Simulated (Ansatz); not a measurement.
**Sr in Ansatz: the effect of functional**

Sr:

```
Sr
1.0
     0.00000    3.02193    3.02193
     3.02193    0.00000    3.02193
     3.02193    3.02193    0.00000
Sr
1
Direct
  0.00000 0.00000 0.00000
```

The cell isn't the ideal one: volume scaled by 0.98.

Alike in all runs:

| Property | Result |
| --- | --- |
| Program | Ansatz 0.2.0 |
| Task | single point |
| Potentials or basis | Ansatz PAW |
| k mesh | 8 × 8 × 8 |
| Occupations | fermi-dirac, width 0.05 eV |
| Spin | no spin polarisation |

```tsv
functional	cutoff	pressure (GPa)
LDA	420 eV (not typed: the program's choice for these potentials)	-1.4
PBEsol	420 eV (not typed: the program's choice for these potentials)	-0.7
r2SCAN	500 eV (not typed: the program's choice for these potentials)	?
```

Q: What does the run with functional r2SCAN give?

A: Pressure 0.3 GPa.

Caveats: the PAW data sets come from PBE, with cores solved anew for the run's functional, which leaves a small shift of forces and pressure.
